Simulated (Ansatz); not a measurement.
**Zn: a short molecular-dynamics run**

Aim: set Zn (a slab, 6 atoms, not relaxed) in motion for 60 steps of 1 fs under a Langevin thermostat at 2000 K, and see how temperature, energy and positions respond.

Method: DFT PBE, plane waves, PAW, scalar-relativistic, no spin polarisation, in Ansatz 0.2.0.

The cell holds 6 atoms (Zn6): a = 2.630 Å, b = 5.501 Å, c = 18.007 Å, α = 90.00°, β = 90.00°, γ = 76.25°.

As a file:

```
Zn
1.0
     2.62984    0.00000    0.00000
     1.30730   -5.34335    0.00000
     0.00000    0.00000   18.00702
Zn
6
Direct
  0.82367 0.30072 0.05294
  0.19717 0.47931 0.16505
  0.61194 0.66754 0.28409
  0.54660 0.84876 0.07098
  0.98325 0.01134 0.18105
  0.31831 0.21493 0.30063
```

The structure above is the start of the run; the results belong to its end.

| quantity | value |
| --- | --- |
| length | 60 steps of 1 fs |
| temperature, first and last step | 1667 and 1098 K |
| temperature, second half | mean 930 K, from 698 to 1290 K |
| potential energy, second half | +101 meV/atom from the start |
| mean square displacement, second half | Zn 0.052 Å² |

Against a set 2000 K the second half averages 930 K with a spread of 156 K (in equilibrium 6 atoms would scatter by about 667 K, over a far longer run); 101 meV/atom has gone into potential energy, and a thermostat that acts over some 100 fs has not made it up in 60 fs. The farthest move is 0.43 Å, against a mean nearest distance of 2.5 Å at the start: no atom has changed site so far. Averages from a run of 60 fs with 6 atoms are rough.

Which input would start the first run of this session?

The input that was used; it is not the only one that fits:

Contents of input.yaml:

```yaml
crystal:
  lattice:
    - [2.629845, 0.0, 0.0]
    - [1.307304, -5.343346, 0.0]
    - [0.0, 0.0, 18.007018]
  atoms:
    - { symbol: Zn, position: [0.823669, 0.300723, 0.052937] }
    - { symbol: Zn, position: [0.197169, 0.479307, 0.165048] }
    - { symbol: Zn, position: [0.611942, 0.667541, 0.28409] }
    - { symbol: Zn, position: [0.546604, 0.848764, 0.070978] }
    - { symbol: Zn, position: [0.98325, 0.011344, 0.181051] }
    - { symbol: Zn, position: [0.318312, 0.214931, 0.300632] }
kpoints:
  mp_grid: { grid: [6, 3, 1] }
magnetization:
  spin_polarized: false
scf:
  occupations: { method: cold, width: 0.15 }
hamiltonian:
  pseudopotentials: { kind: paw }
  xc: pbe
basis:
  ecutwfc: 420
md:
  timestep: 1.0
  n_steps: 60
  ensemble: nvt_langevin
  temperature: 2000.0
  initial_velocities: maxwell_boltzmann
  seed: 734823
```

Launch:

```bash
$ ansatz run input.yaml --threads 2 --pin off --max-ram 2560MiB --backend cpu --events-out ev --progress --plain --runs-dir out
```
